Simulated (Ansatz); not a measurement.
The calculation used DFT PBE, scalar-relativistic, plane waves, PAW (Ansatz 0.2.0). Settings: cutoff 420 eV, Γ-centred meshes spaced at most about 0.3 Å⁻¹ (2π included), Gaussian smearing. No spin polarisation.

Each guess is relaxed in cell and atoms at zero pressure, on a coarse mesh first where it starts far from rest and then on a converged one. The steps can't lower the symmetry of the start, but it can rise. Energies are static (0 K, no zero-point motion).

Two unrelaxed guesses for Ga3AsP2:

A.

```
CELL_PARAMETERS angstrom
3.83433 0.00000 0.00000
-1.91717 3.32063 0.00000
0.00000 0.00000 9.39215
ATOMIC_POSITIONS crystal
Ga 0.00000 0.00000 0.00000
Ga 0.33333 0.66667 0.66667
Ga 0.66667 0.33333 0.33333
P 0.66667 0.33333 0.58333
P 0.00000 0.00000 0.25000
As 0.33333 0.66667 0.91667
```

B.

```
CELL_PARAMETERS angstrom
3.83433 0.00000 0.00000
-1.91717 3.32063 0.00000
0.00000 0.00000 9.39215
ATOMIC_POSITIONS crystal
Ga 0.00000 0.00000 0.00000
Ga 0.33333 0.66667 0.66667
Ga 0.66667 0.33333 0.33333
P 0.00000 0.00000 0.75000
P 0.33333 0.66667 0.41667
As 0.66667 0.33333 0.08333
```

Question: Which guess leads to the lower structure, and by how much?

Answer: Both fall into one structure. A: P3m1 at 19.9 Å³/atom → P3m1 at 21.8 Å³/atom; B: P3m1 at 19.9 Å³/atom → P3m1 at 21.8 Å³/atom. Conventional cell: a = 3.948 Å, c = 9.677 Å. Ga on its first site is surrounded by 1 P at 2.38 Å and 3 As at 2.44 Å; around Ga on its second site lie 4 P at 2.39–2.41 Å; around P on its first site lie 4 Ga at 2.38–2.41 Å; around As lie 4 Ga at 2.44–2.48 Å; 2 more sites not described.

```cif
data_structure
_symmetry_space_group_name_H-M 'P 1'
_symmetry_Int_Tables_number 1
_cell_length_a 3.9484
_cell_length_b 3.9484
_cell_length_c 9.6770
_cell_angle_alpha 90.000
_cell_angle_beta 90.000
_cell_angle_gamma 120.000
_cell_volume 130.65
loop_
_atom_site_label
_atom_site_type_symbol
_atom_site_fract_x
_atom_site_fract_y
_atom_site_fract_z
_atom_site_occupancy
Ga1 Ga 0.33333 0.66667 0.99297 1
Ga2 Ga 0.66667 0.33333 0.66669 1
Ga3 Ga 0.00000 0.00000 0.34004 1
P1 P 0.33333 0.66667 0.74677 1
P2 P 0.66667 0.33333 0.41981 1
As1 As 0.00000 0.00000 0.08373 1
```

Ends held by symmetry can be saddle points.
